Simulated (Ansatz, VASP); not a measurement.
ZnO (pbe) in VASP and in Ansatz

The input INCAR:

```
SYSTEM = ZnO
ALGO = Normal
EDIFF = 1E-6
ENCUT = 520
GGA = PE
ISIF = 2
ISMEAR = 0
LASPH = .True.
LCHARG = .True.
LELF = .True.
LREAL = .False.
LVHAR = .True.
LWAVE = .False.
NBANDS = 26
NELM = 80
PREC = Accurate
SIGMA = 0.1
```

The input KPOINTS:

```
k-points
0
Gamma
  6 6 4
  0 0 0
```

The input POSCAR:

```
ZnO
1.0
    3.2494000000      0.0000000000      0.0000000000
   -1.6247000000      2.8140629500      0.0000000000
    0.0000000000      0.0000000000      5.2038000000
Zn O
2 2
Direct
    0.3333333300      0.6666666700      0.0000000000
    0.6666666700      0.3333333300      0.5000000000
    0.3333333300      0.6666666700      0.3830000000
    0.6666666700      0.3333333300      0.8830000000
```

Input for Ansatz:

```yaml
crystal:
  lattice:
    - [3.2494, 0.0, 0.0]
    - [-1.6247, 2.81406295, 0.0]
    - [0.0, 0.0, 5.2038]
  atoms:
    - { symbol: Zn, position: [0.33333333, 0.66666667, 0.0] }
    - { symbol: Zn, position: [0.66666667, 0.33333333, 0.5] }
    - { symbol: O, position: [0.33333333, 0.66666667, 0.383] }
    - { symbol: O, position: [0.66666667, 0.33333333, 0.883] }
basis:
  ecutwfc: 420
kpoints:
  mp_grid: { grid: [6, 6, 4] }
hamiltonian:
  xc: pbe
  pseudopotentials: { kind: paw, azcp: { folder: soft_1 } }
scf:
  occupations: { method: gaussian, width: 0.1 }
output:
  forces: true
  stress: true
  eigenvalues: true
```

Alike in both runs: task single point; functional PBE; k mesh 6 × 6 × 4; occupations gaussian, width 0.1 eV; no spin polarisation.

```csv
,VASP,Ansatz
version,VASP 6.6.1,Ansatz 0.2.0
potentials or method,"VASP PAW PBE potentials, release 64 (Zn, O)","scalar-relativistic, plane waves, PAW"
plane-wave cutoff (eV),520,420
valence electrons in the cell,36,36
```

Ansatz gave:

```
gap on the k mesh at the Fermi level (eV)       : 0.80
least direct gap on the mesh (eV)               : 0.80
pressure (GPa)                                  : 5.0
largest component of the traceless stress (GPa) : 0.10
rms of the force components (eV/Å)              : 0.035
```

Q: What did VASP give for the same quantities?

A: gap on the k mesh at the Fermi level (eV): 0.79; least direct gap on the mesh (eV): 0.79; pressure (GPa): 6.0; largest component of the traceless stress (GPa): 0.14; rms of the force components (eV/Å): 0.036.

Atom by atom the forces differ by 0.001 eV/Å (rms over components).

As with any semilocal functional, this PBE gap is likely too small.
